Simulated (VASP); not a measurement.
# Ga (Cmce) in VASP: single point with PBEsol

Aim: the single point of Ga with PBEsol.

All numbers are computed with VASP 6.6.1; they aren't measurements. Logs are shortened: lines on timing, memory, paths and dates and some standing lists are left out, and cuts for length are marked.

## 1. Starting point

Symmetry: Cmce, No. 64, orthorhombic system. The conventional cell has a = 4.432 Å, b = 7.598 Å, c = 4.556 Å, α = 90.00°, β = 90.00°, γ = 90.00°. Ga (site symmetry m) is surrounded by 7 Ga at 2.49 to 2.75 Å.

## 2. Single point, PBEsol

The input, INCAR:

```
SYSTEM = Ga
PREC = Accurate
ENCUT = 520
EDIFF = 1E-6
ISMEAR = 0
SIGMA = 0.1
LREAL = .FALSE.
LASPH = .TRUE.
NELM = 100
ALGO = Normal
ISIF = 2
LWAVE = .FALSE.
LCHARG = .FALSE.
GGA = PS
NBANDS = 34
```

The input, KPOINTS:

```
Automatic mesh
0
G
  6 6 4
  0 0 0
```

The input, POSCAR:

```
Ga
1.0
    2.2160233304     -3.7989918401      0.0000000000
    2.2160233304      3.7989918401      0.0000000000
    0.0000000000      0.0000000000      4.5555035300
Ga
4
Direct
    0.6556957200      0.3443042800      0.4154013900
    0.8443042800      0.1556957200      0.9154013900
    0.3443042800      0.6556957200      0.5845986100
    0.1556957200      0.8443042800      0.0845986100
```

Potentials or basis: VASP PAW PBE potentials, release 64 (Ga_d).

On the command line:

```
$ cat potpaw_PBE.64/Ga_d/POTCAR > POTCAR
$ mpirun -np 1 vasp_std > vasp.out
```

OUTCAR:

```text
SYSTEM = Ga
   PREC = Accurate
   ENCUT = 520
   EDIFF = 1E-6
   ISMEAR = 0
   LREAL = .FALSE.
   LASPH = .TRUE.
   NELM = 100
   ISIF = 2
   GGA = PS

 ion  position               nearest neighbor table
   1  0.656  0.344  0.415-   3 2.49   4 2.68   4 2.68   2 2.69   2 2.69   3 2.75   3 2.75
   2  0.844  0.156  0.915-   4 2.49   3 2.68   3 2.68   1 2.69   1 2.69   4 2.75   4 2.75
   3  0.344  0.656  0.585-   1 2.49   2 2.68   2 2.68   4 2.69   4 2.69   1 2.75   1 2.75
   4  0.156  0.844  0.085-   2 2.49   1 2.68   1 2.68   3 2.69   3 2.69   2 2.75   2 2.75

  LATTYP: Found a base centered orthorhombic cell.
 ALAT       =     4.4320466608
 B/A-ratio  =     1.7143284495
 C/A-ratio  =     1.0278554985

  Lattice vectors:

 A1 = (   2.2160233304,  -3.7989918401,   0.0000000000)
 A2 = (   2.2160233304,   3.7989918401,   0.0000000000)
 A3 = (   0.0000000000,   0.0000000000,   4.5555035300)

Analysis of symmetry for initial positions (statically):
=====================================================================
 Subroutine PRICEL returns:
 Original cell was already a primitive cell.

 Routine SETGRP: Setting up the symmetry group for a
 base centered orthorhombic supercell.

 Subroutine GETGRP returns: Found  8 space group operations
 (whereof  4 operations were pure point group operations)
 out of a pool of  8 trial point group operations.

The static configuration has the point symmetry C_2h.
 The point group associated with its full space group is D_2h.

Analysis of symmetry for dynamics (positions and initial velocities):
=====================================================================
 Subroutine PRICEL returns:
 Original cell was already a primitive cell.

 Routine SETGRP: Setting up the symmetry group for a
 base centered orthorhombic supercell.

 Subroutine GETGRP returns: Found  8 space group operations
 (whereof  4 operations were pure point group operations)
 out of a pool of  8 trial point group operations.

The dynamic configuration has the point symmetry C_2h.
 The point group associated with its full space group is D_2h.

 Subroutine INISYM returns: Found  8 space group operations
 (whereof  4 operations are pure point group operations),
 and found     1 'primitive' translations

----------------------------------------------------------------------------------------

                                     Primitive cell

  volume of cell :      76.7024

  direct lattice vectors                    reciprocal lattice vectors
     2.216023330 -3.798991840  0.000000000     0.225629393 -0.131613865  0.000000000
     2.216023330  3.798991840  0.000000000     0.225629393  0.131613865  0.000000000
     0.000000000  0.000000000  4.555503530     0.000000000  0.000000000  0.219514702

  length of vectors
     4.398078944  4.398078944  4.555503530     0.261210323  0.261210323  0.219514702

  position of ions in fractional coordinates (direct lattice)
     0.655695720  0.344304280  0.415401390
     0.844304280  0.155695720  0.915401390
     0.344304280  0.655695720  0.584598610
     0.155695720  0.844304280  0.084598610

  ion indices of the primitive-cell ions
   primitive index   ion index
                 1           1
                 2           2
                 3           3
                 4           4

----------------------------------------------------------------------------------------

 KPOINTS: Automatic mesh

Automatic generation of k-mesh.
 Grid dimensions read from file:
 generate k-points for:    6    6    4

 Generating k-lattice:

  Cartesian coordinates                     Fractional coordinates (reciprocal lattice)
     0.037604899 -0.021935644  0.000000000     0.166666667 -0.000000000  0.000000000
     0.037604899  0.021935644  0.000000000    -0.000000000  0.166666667  0.000000000
     0.000000000  0.000000000  0.054878676     0.000000000  0.000000000  0.250000000

  Length of vectors
     0.043535054  0.043535054  0.054878676

  Shift w.r.t. Gamma in fractional coordinates (k-lattice)
     0.000000000  0.000000000  0.000000000

 Subroutine IBZKPT returns following result:
 ===========================================

 Found     39 irreducible k-points:

 Following reciprocal coordinates:
            Coordinates               Weight
  0.000000  0.000000  0.000000      1.000000
  0.166667  0.000000  0.000000      4.000000
  0.333333  0.000000  0.000000      4.000000
  0.500000 -0.000000  0.000000      2.000000
  0.166667  0.166667  0.000000      2.000000
  0.333333  0.166667  0.000000      4.000000
[... 16 lines left out ...]
  0.333333  0.333333  0.250000      4.000000
  0.500000  0.333333  0.250000      8.000000
 [... further k-points ...]
   k-points           NKPTS =     39   k-points in BZ     NKDIM =     39   number of bands    NBANDS=     34
   number of dos      NEDOS =    301   number of ions     NIONS =      4
   total plane-waves  NPLWV =  46656
   dimension x,y,z NGX =    36 NGY =   36 NGZ =   36
   dimension x,y,z NGXF=    72 NGYF=   72 NGZF=   72
   ions per type =               4
   NGX,Y,Z   is equivalent  to a cutoff of  13.61, 13.61, 13.14 a.u.
   NGXF,Y,Z  is equivalent  to a cutoff of  27.22, 27.22, 26.28 a.u.
 SYSTEM =  Ga
   PREC   = accura    normal or accurate (medium, high low for compatibility)
   ISTART =      0    job   : 0-new  1-cont  2-samecut
   ICHARG =      2    charge: 1-file 2-atom 10-const
   ISPIN  =      1    spin polarized calculation?
   LNONCOLLINEAR =      F non collinear calculations
   LSORBIT =      F    spin-orbit coupling
   LASPH  =      T    aspherical Exc in radial PAW
   ENCUT  =  520.0 eV  38.22 Ry    6.18 a.u.   8.18  8.18  8.47*2*pi/ulx,y,z
   NELM   =    100;   NELMIN=  2; NELMDL= -5     # of ELM steps
   EDIFF  = 0.1E-05   stopping-criterion for ELM
   LREAL  =      F    real-space projection
   EDIFFG = 0.1E-04   stopping-criterion for IOM
   NSW    =      0    number of steps for IOM
   IBRION =     -1    ionic relax: 0-MD 1-quasi-New 2-CG
   NFREE  =      0    steps in history (QN), initial steepest desc. (CG)
   ISIF   =      2    stress and relaxation
   ISYM   =      2    0-nonsym 1-usesym 2-fastsym
   POTIM  = 0.5000    time-step for ionic-motion
   TEBEG  =    0.0;   TEEND  =   0.0 temperature during run
   PSTRESS=    0.0 pullay stress
   NELECT =      52.0000    total number of electrons
   NUPDOWN=      -1.0000    fix difference up-down
   EMIN   =  10.00;   EMAX   =-10.00  energy-range for DOS
   EFERMI =   0.00;   METHOD = LEGACY
   ISMEAR =     0;   SIGMA  =   0.10  broadening in eV -4-tet -1-fermi 0-gaus
   EFERMI_NEDOS =   21; number of points for ismear=-14 and -15
   IALGO  =     38    algorithm
   IMIX   =      4    mixing-type and parameters
     AMIX     =   0.40;   BMIX     =  1.00
     AMIX_MAG =   1.60;   BMIX_MAG =  1.00
  volume/ion in A,a.u.               =      19.18       129.40
  Fermi-wavevector in a.u.,A,eV,Ry     =   1.438157  2.717722 28.140864  2.068295
  Thomas-Fermi vector in A             =   2.557155
   LORBIT       =      0    0 simple, 1 ext, 2 COOP (PROOUT), +10 PAW based schemes
   GGA     = PS    functional components
   LHFCALC =     F    Hartree Fock is set to
   AEXX    =    0.0000 exact exchange contribution
   IVDW    =     0    specifies the selected vdW correction
   LEPSILON=     F    determine dielectric tensor
   LRPA    =     F    only Hartree local field effects (RPA)
 non-spin polarized calculation
 Gauss-broadening in eV      SIGMA  =   0.10
  energy-cutoff  :      520.00
  volume of cell :       76.70
 maximum number of plane-waves:      2087
 NGX is ok and might be reduce to    36
   NGX = 17   NGY = 17   NGZ = 17

 number of electron      52.0000028 magnetization

 Free energy of the ion-electron system (eV)
  ---------------------------------------------------
  ext. energy  EPLUGINS =         0.00000000
  ---------------------------------------------------
  free energy    TOTEN  =       -13.46362550 eV

  energy without entropy =      -13.46062891  energy(sigma->0) =      -13.46212721

 E-fermi :   5.0844     XC(G=0): -10.9080

 val. band max:        5.0537485626   @ k =  -0.3333   0.1667   0.0000
 cond. band min:       5.0988245978   @ k =   0.0000   0.0000   0.5000
 fundamental gap:      0.0450760353
 Fermi energy:         5.0843869873

 k-point     1 :       0.0000    0.0000    0.0000
  band No.  band energies     occupation
      1     -10.0734      2.00000
      2     -10.0576      2.00000
      3     -10.0197      2.00000
      4     -10.0086      2.00000
      5     -10.0004      2.00000
      6      -9.9663      2.00000
[... 26 lines left out ...]
     33      11.7940      0.00000
     34      12.5475      0.00000

 k-point     2 :       0.1667    0.0000    0.0000
  band No.  band energies     occupation
      1     -10.0769      2.00000
      2     -10.0456      2.00000
      3     -10.0306      2.00000
      4     -10.0182      2.00000
      5      -9.9780      2.00000
      6      -9.9573      2.00000
[... 26 lines left out ...]
     33      11.5694      0.00000
     34      12.3257      0.00000

 k-point     3 :       0.3333    0.0000    0.0000
  band No.  band energies     occupation
      1     -10.0728      2.00000
      2     -10.0425      2.00000
      3     -10.0422      2.00000
      4     -10.0090      2.00000
      5      -9.9714      2.00000
      6      -9.9712      2.00000
[... 26 lines left out ...]
     33      10.9155      0.00000
     34      12.3393      0.00000

 k-point     4 :       0.5000   -0.0000    0.0000
  band No.  band energies     occupation
      1     -10.0631      2.00000
      2     -10.0631      2.00000
      3     -10.0164      2.00000
      4     -10.0164      2.00000
      5      -9.9798      2.00000
      6      -9.9798      2.00000
[... 26 lines left out ...]
     33      12.6961      0.00000
     34      12.6961      0.00000

 k-point     5 :       0.1667    0.1667    0.0000
  band No.  band energies     occupation
      1     -10.0713      2.00000
      2     -10.0602      2.00000
      3     -10.0242      2.00000
      4     -10.0230      2.00000
      5      -9.9801      2.00000
      6      -9.9424      2.00000
[... 621 lines left out ...]
 k-point    22 :      -0.1667    0.1667    0.2500
  band No.  band energies     occupation
      1     -10.0635      2.00000
      2     -10.0532      2.00000
      3     -10.0422      2.00000
      4     -10.0215      2.00000
      5      -9.9874      2.00000
      6      -9.9768      2.00000
[... 26 lines left out ...]
     33      11.6694      0.00000
     34      12.1475      0.00000

 k-point    23 :       0.3333    0.3333    0.2500
  band No.  band energies     occupation
      1     -10.1154      2.00000
      2     -10.0641      2.00000
      3     -10.0470      2.00000
      4      -9.9965      2.00000
      5      -9.9796      2.00000
      6      -9.9468      2.00000
[... 26 lines left out ...]
     33      12.7610      0.00000
     34      13.0286      0.00000

 k-point    24 :       0.5000    0.3333    0.2500
  band No.  band energies     occupation
      1     -10.1116      2.00000
      2     -10.0645      2.00000
      3     -10.0381      2.00000
      4     -10.0113      2.00000
      5      -9.9928      2.00000
      6      -9.9730      2.00000
[... 26 lines left out ...]
     33      12.8714      0.00000
     34      13.8351      0.00000

 [... further k-points ...]

------------------------ aborting loop because EDIFF is reached ----------------------------------------

  FORCE on cell =-STRESS in cart. coord.  units (eV):
  Direction    XX          YY          ZZ          XY          YZ          ZX
  --------------------------------------------------------------------------------------
  -------------------------------------------------------------------------------------
  Total        0.1171275     -0.1965714     -0.5367134      0.0000000      0.0000000      0.0000000
  in kB        2.4465859     -4.1060266    -11.2109900      0.0000000      0.0000000      0.0000000
  external PRESSURE =      -4.2901436 kB  Pullay stress =       0.0000000 kB

 VOLUME and BASIS-vectors are now :
 -----------------------------------------------------------------------------
  energy-cutoff  :      520.00
  volume of cell :       76.70
      direct lattice vectors                 reciprocal lattice vectors
     2.216023330 -3.798991840  0.000000000     0.225629393 -0.131613865  0.000000000
     2.216023330  3.798991840  0.000000000     0.225629393  0.131613865  0.000000000
     0.000000000  0.000000000  4.555503530     0.000000000  0.000000000  0.219514702

 POSITION                                       TOTAL-FORCE (eV/Angst)
 -----------------------------------------------------------------------------------
      2.21602     -1.18297      1.89236         0.000000     -0.020230      0.000340
      2.21602     -2.61602      4.17011         0.000000      0.020230      0.000340
      2.21602      1.18297      2.66314         0.000000      0.020230     -0.000340
      2.21602      2.61602      0.38539         0.000000     -0.020230     -0.000340
 -----------------------------------------------------------------------------------
    total drift:                                0.000000     -0.000000      0.000000

  FREE ENERGIE OF THE ION-ELECTRON SYSTEM (eV)
  ---------------------------------------------------
  free  energy   TOTEN  =       -13.4636255038 eV

  energy  without entropy=      -13.4606289104  energy(sigma->0) =      -13.46212721
```

It took 70 s on 1 thread of Intel Xeon Platinum 8488C (Sapphire Rapids), shared host; peak memory 0.23 GiB.

Results:

```yaml
Free_energy: -13.4636 eV
Pressure: -0.4 GPa
Largest_force: 0.020 eV/Å
Band_gap_on_the_k_mesh: none (metal or under the smearing width)
```

Forces on the atoms (eV/Å):
```
Ga   0.000 -0.020  0.000
Ga   0.000  0.020  0.000
Ga   0.000  0.020  0.000
Ga   0.000 -0.020  0.000
```

Caveat: the PAW data sets were made with another functional, which shifts forces and pressure a little.
